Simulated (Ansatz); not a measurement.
# Sb (Fm-3m) in Ansatz: equation of state

How stiff is Sb in PBE, and what volume does it want? The cell is scaled to several volumes.

Everything below comes from runs of Ansatz 0.2.0. Logs are shortened: lines on timing, memory, paths and dates and some standing lists are left out, and cuts for length are marked.

### Step 1. Starting point

The structure is cubic, space group Fm-3m (No. 225). The conventional cell has a = 4.742 Å, b = 4.742 Å, c = 4.742 Å, α = 90.00°, β = 90.00°, γ = 90.00°. Around Sb (site symmetry m-3m) lie 12 Sb at 3.35 Å.

This isn't the form of Sb at room conditions, which is rhombohedral.

### Step 2. Single point, PBE, 25.07 Å³/atom (volume scaled by 0.94)

input.yaml

```yaml
crystal:
  lattice:
    - [0.0, 2.3228362346, 2.3228362346]
    - [2.3228362346, 0.0, 2.3228362346]
    - [2.3228362346, 2.3228362346, 0.0]
  atoms:
    - { symbol: Sb, position: [0.0, 0.0, 0.0] }
hamiltonian:
  xc: pbe
  pseudopotentials: { kind: paw }
kpoints:
  mp_grid: { grid: [10, 10, 10] }
scf:
  occupations: { method: fermi_dirac, width: 0.05 }
output:
  forces: true
  stress: true
  eigenvalues: true
```

Potentials or basis: Ansatz PAW.

Run with:

```console
ansatz run input.yaml --threads 2 --pin off --max-ram 5120MiB --backend cpu --events-out ev --progress --plain --runs-dir out
```

Log:

```text
Warning: RAYON_NUM_THREADS=2 ignored (pool sized by the plan → 2); use --threads N
Engine: ansatz 0.2.0, x86_64-unknown-linux-gnu
Pseudopotentials: kind: paw
Pseudopotential: Sb, paw, valence charge 15, recommended cutoff 420 eV (normal), Sb.paw.azcp
Functional definition: PBE
  parameter kappa = 0.804
  parameter beta = 0.06672455060314922
  exchange = pbe_x(kappa = kappa, mu = beta*pi^2/3)
  correlation = pbe_c(beta = beta)
Crystal: 1 atoms, lattice volume = 25.066 Å³
Basis set: ecut = 420 eV, 531 PW (Γ), exchange–correlation on 48×48×48 points (8 copies of the dense FFT grid, shifted against one another)
Bands: 12, of which v1, the nominal top of the filled ones, is band 8 counted from 1 (7 counted from 0)
Symmetry: 48 space group operations
Space group: Fm-3m (ITA 225), of the structure as read, at distance tolerance 2.9e-5 Å
k-points: 47 of 1000
Non-local potential: Sb, projectors of the file, l = 0: 2, l = 1: 2, l = 2: 2, l = 3: 2
PAW form: soft (Blöchl's): semilocal exchange-correlation on the pseudo side does not see the compensation charge
PAW one-centre angular grid: Sb, 590 points (default); XC on 64 Gauss nodes
Initial density: superposition of atomic densities (neutral atoms: chi_scale 0, normalization atom), corrected by the library's trained network
Initial wavefunctions: pseudopotential atomic-orbital guess
Functional: x = pbe(κ = 0.804, μ = 0.2195149727645171), c = pbe(β = 0.06672455060314922)
SCF iter   1: F=—  HF=-6484.125685 eV  |F-HF|=—  |Δ(HF+E_count)|=         —  Δρ=1.13e-3  dr2=2.58e-4  ethr=1.77e-3  ⟨swp⟩=5.8  Hψ=3330  notcnv=0
preconditioner: auto → none  [metal: Δε(μ)=0.024 eV  Ē_g=13.031 eV  σ=0.050 eV  W_gap=0.12  n_scr=8 (ndim 8)  ℏωp=16.6 eV  f_vac=0.000  D(μ)=0.79/eV (n_scr^D=8)  sad-step TF]
SCF iter   2: F=—  HF=-6484.125218 eV  |F-HF|=—  |Δ(HF+E_count)|=   4.67e-4  Δρ=8.24e-4  dr2=1.97e-4  ethr=1.72e-6  ⟨swp⟩=2.0  Hψ=1238  notcnv=0
SCF iter   3: F=—  HF=-6484.125240 eV  |F-HF|=—  |Δ(HF+E_count)|=   2.24e-5  Δρ=2.33e-4  dr2=8.99e-6  ethr=1.31e-6  ⟨swp⟩=3.0  Hψ=887  notcnv=0
SCF iter   4: F=—  HF=-6484.125245 eV  |F-HF|=—  |Δ(HF+E_count)|=   4.89e-6  Δρ=8.16e-5  dr2=1.88e-6  ethr=5.99e-8  ⟨swp⟩=2.0  Hψ=651  notcnv=0
SCF iter   5: F=—  HF=-6484.125244 eV  |F-HF|=—  |Δ(HF+E_count)|=   1.26e-6  Δρ=2.25e-5  dr2=1.43e-7  ethr=1.25e-8  ⟨swp⟩=2.0  Hψ=853  notcnv=0
SCF iter   6: F=-6484.125243 eV  HF=-6484.125243 eV  |F-HF|=5.02e-9  |Δ(HF+E_count)|=   1.01e-7  Δρ=3.63e-6  dr2=3.76e-9  ethr=6.67e-10  ⟨swp⟩=5.6  Hψ=2129  notcnv=0
SCF 1 converged in 6 iterations: F = -6484.125243 eV  dr2 = 3.76e-9
SCF converged after 6 iterations
Free energy (F): -6484.125243 eV
Harris-Foulkes:  -6484.125243 eV  (|F-HF|=5.02e-9)
Internal energy: -6484.118934 eV  (E = F + TS)
E sigma→0 (E₀):  -6484.122089 eV
Entropy (-TS):   -0.006310 eV (-6.310 meV/atom)
Fermi energy:    12.847081 eV
--- Per-component energies (eV) ---
  E_band       = -127.763377
  E_kinetic    = 207.765636
  E_local      = -1375.150343  (includes V_loc(G=0)·N_el)
  E_nonlocal   = 361.701157
  E_hartree    = 634.020384
  E_xc         = -139.133762
  E_vxc        = -97.159944  (∫ρ·V_xc dr)
  E_paw        = -4574.566657  (= ΣΔE_a)
  E_vpaw       = -492.957630  (= ΣTr[D̂ρ^β])
  E_aug_tail   = -0.000001  (compensation charges beyond the density's cutoff)
  E_ewald      = -1598.755347
  E_smearing   = -0.006310  (= −TS)
  E_closure    = 0.000000  (closes the sum)
  Σ components = -6484.125243   (vs F -6484.125243, Δ=0.00e0)
--- Forces (eV/Å), atoms counted from 1 ---
  atom   1  Sb    -0.00000000    -0.00000000     0.00000000
  max |Σ_I F_I| component: 2.30e-31 eV/Å
--- Stress (GPa, compression-positive) ---
        6.330190       0.000000      -0.000000
        0.000000       6.330190       0.000000
        0.000000       0.000000       6.330190
  P = ⅓ Tr σ = 6.3302 GPa (63.302 kbar)
--- Band table (eV; the first three rows and the last of 47) ---
  k-point 0: bands = ["-16.5012", "-16.5012", "-16.5012", "-16.4516", "-16.4516", "-0.6382", "18.7352", "18.7352", "18.7352", "23.0318", "23.6804", "23.6804"]
  k-point 1: bands = ["-16.5001", "-16.4961", "-16.4961", "-16.4513", "-16.4513", "-0.4261", "16.8596", "18.4509", "18.4509", "22.0654", "24.1730", "24.1730"]
  k-point 2: bands = ["-16.4974", "-16.4882", "-16.4882", "-16.4447", "-16.4447", "0.2071", "13.6624", "17.8725", "17.8725", "21.6221", "24.5257", "24.5257"]
  k-point 46: bands = ["-16.4964", "-16.4875", "-16.4453", "-16.4261", "-16.3869", "5.6263", "8.7805", "10.2336", "11.3156", "21.8008", "22.4281", "26.1897"]
```

Wall time 0.56 s (2 threads of Intel Xeon 6975P-C (Granite Rapids), shared host); peak memory 0.34 GiB.

Results:

- Free energy: -6484.1252 eV
- Pressure: 6.3 GPa
- Band gap on the k mesh: none (metal or under the smearing width)

### Step 3. Single point, PBE, 25.60 Å³/atom (volume scaled by 0.96)

Edit input.yaml of step 2 so:

```diff
@@ -2,5 +2,5 @@
   lattice:
-    - [0.0, 2.3228362346, 2.3228362346]
-    - [2.3228362346, 0.0, 2.3228362346]
-    - [2.3228362346, 2.3228362346, 0.0]
+    - [0.0, 2.3391947752, 2.3391947752]
+    - [2.3391947752, 0.0, 2.3391947752]
+    - [2.3391947752, 2.3391947752, 0.0]
   atoms:
```

Potentials or basis: Ansatz PAW.

Run with:

```console
ansatz run input.yaml --threads 2 --pin off --max-ram 5120MiB --backend cpu --events-out ev --progress --plain --runs-dir out
```

It took 0.59 s on 2 threads of Intel Xeon 6975P-C (Granite Rapids), shared host; peak memory 0.33 GiB.

Results (log left out):

| Item | Value |
| --- | --- |
| Free energy | -6484.1435 eV |
| Pressure | 4.7 GPa |
| Band gap on the k mesh | none (metal or under the smearing width) |

### Step 4. Single point, PBE, 26.13 Å³/atom (volume scaled by 0.98)

Edit input.yaml of step 3 so:

```diff
@@ -2,5 +2,5 @@
   lattice:
-    - [0.0, 2.3391947752, 2.3391947752]
-    - [2.3391947752, 0.0, 2.3391947752]
-    - [2.3391947752, 2.3391947752, 0.0]
+    - [0.0, 2.3553276627, 2.3553276627]
+    - [2.3553276627, 0.0, 2.3553276627]
+    - [2.3553276627, 2.3553276627, 0.0]
   atoms:
```

Run with:

```console
ansatz run input.yaml --threads 2 --pin off --max-ram 5120MiB --backend cpu --events-out ev --progress --plain --runs-dir out
```

Wall time 0.59 s (2 threads of Intel Xeon 6975P-C (Granite Rapids), shared host); peak memory 0.33 GiB.

It converged, with:

```
Free energy            : -6484.1566 eV
Pressure               : 3.2 GPa
Band gap on the k mesh : none (metal or under the smearing width)
```

### Step 5. Single point, PBE, 26.67 Å³/atom

Edit input.yaml of step 4 so:

```diff
@@ -2,5 +2,5 @@
   lattice:
-    - [0.0, 2.3553276627, 2.3553276627]
-    - [2.3553276627, 0.0, 2.3553276627]
-    - [2.3553276627, 2.3553276627, 0.0]
+    - [0.0, 2.3712425216, 2.3712425216]
+    - [2.3712425216, 0.0, 2.3712425216]
+    - [2.3712425216, 2.3712425216, 0.0]
   atoms:
```

Run with:

```console
ansatz run input.yaml --threads 2 --pin off --max-ram 5120MiB --backend cpu --events-out ev --progress --plain --runs-dir out
```

Run time: 0.63 s. Hardware: 2 threads of Intel Xeon 6975P-C (Granite Rapids), shared host; peak memory 0.34 GiB.

The run converged. Its results:

| Item | Value |
| --- | --- |
| Free energy | -6484.1650 eV |
| Pressure | 1.9 GPa |
| Band gap on the k mesh | none (metal or under the smearing width) |

### Step 6. Single point, PBE, 27.20 Å³/atom (volume scaled by 1.02)

input.yaml

```yaml
crystal:
  lattice:
    - [0.0, 2.3869465721, 2.3869465721]
    - [2.3869465721, 0.0, 2.3869465721]
    - [2.3869465721, 2.3869465721, 0.0]
  atoms:
    - { symbol: Sb, position: [0.0, 0.0, 0.0] }
hamiltonian:
  xc: pbe
  pseudopotentials: { kind: paw }
kpoints:
  mp_grid: { grid: [10, 10, 10] }
scf:
  occupations: { method: fermi_dirac, width: 0.05 }
output:
  forces: true
  stress: true
  eigenvalues: true
  write_density: true
  write_potential: true
  elf: true
  volumetric_format: npy
```

Potentials or basis: Ansatz PAW.

Run with:

```console
ansatz run input.yaml --threads 2 --pin off --max-ram 5120MiB --backend cpu --events-out ev --progress --plain --runs-dir out
```

Wall time 0.85 s (2 threads of Intel Xeon 6975P-C (Granite Rapids), shared host); peak memory 0.33 GiB.

The run converged. Its results:

* Free energy: -6484.1691 eV
* Pressure: 0.6 GPa
* Band gap on the k mesh: none (metal or under the smearing width)

### Step 7. Single point, PBE, 27.73 Å³/atom (volume scaled by 1.04)

input.yaml

```yaml
crystal:
  lattice:
    - [0.0, 2.4024466595, 2.4024466595]
    - [2.4024466595, 0.0, 2.4024466595]
    - [2.4024466595, 2.4024466595, 0.0]
  atoms:
    - { symbol: Sb, position: [0.0, 0.0, 0.0] }
hamiltonian:
  xc: pbe
  pseudopotentials: { kind: paw }
kpoints:
  mp_grid: { grid: [10, 10, 10] }
scf:
  occupations: { method: fermi_dirac, width: 0.05 }
output:
  forces: true
  stress: true
  eigenvalues: true
```

Run with:

```console
ansatz run input.yaml --threads 2 --pin off --max-ram 5120MiB --backend cpu --events-out ev --progress --plain --runs-dir out
```

Wall time 0.66 s (2 threads of Intel Xeon 6975P-C (Granite Rapids), shared host); peak memory 0.31 GiB.

Results (log left out):

- Free energy: -6484.1694 eV
- Pressure: -0.5 GPa
- Band gap on the k mesh: none (metal or under the smearing width)

### Step 8. Single point, PBE, 28.27 Å³/atom (volume scaled by 1.06)

input.yaml

```yaml
crystal:
  lattice:
    - [0.0, 2.4177492801, 2.4177492801]
    - [2.4177492801, 0.0, 2.4177492801]
    - [2.4177492801, 2.4177492801, 0.0]
  atoms:
    - { symbol: Sb, position: [0.0, 0.0, 0.0] }
hamiltonian:
  xc: pbe
  pseudopotentials: { kind: paw }
kpoints:
  mp_grid: { grid: [10, 10, 10] }
scf:
  occupations: { method: fermi_dirac, width: 0.05 }
output:
  forces: true
  stress: true
  eigenvalues: true
  write_density: true
  write_potential: true
  elf: true
  volumetric_format: npy
```

Run with:

```console
ansatz run input.yaml --threads 2 --pin off --max-ram 5120MiB --backend cpu --events-out ev --progress --plain --runs-dir out
```

It took 0.86 s on 2 threads of Intel Xeon 6975P-C (Granite Rapids), shared host; peak memory 0.34 GiB.

The run converged. Its results:

```yaml
Free_energy: -6484.1659 eV
Pressure: -1.6 GPa
Band_gap_on_the_k_mesh: none (metal or under the smearing width)
```

### Step 9. Equation of state, PBE

Potentials or basis: Ansatz PAW.

This step only gathers the single runs of the series.

Results:

```
Equilibrium volume                      : 27.49 Å³/atom
Bulk modulus                            : 58 GPa
Pressure derivative of the bulk modulus : 3.4 (rough: it moves with the points fitted)
```

Energy against volume, from the lowest point:
```csv
volume (Å³/atom),energy (meV/atom)
25.066,44.11
25.599,25.87
26.133,12.80
26.666,4.39
27.199,0.21
27.733,0.00
28.266,3.45
```

Spin-orbit coupling is left out, which matters for the levels of Sb.
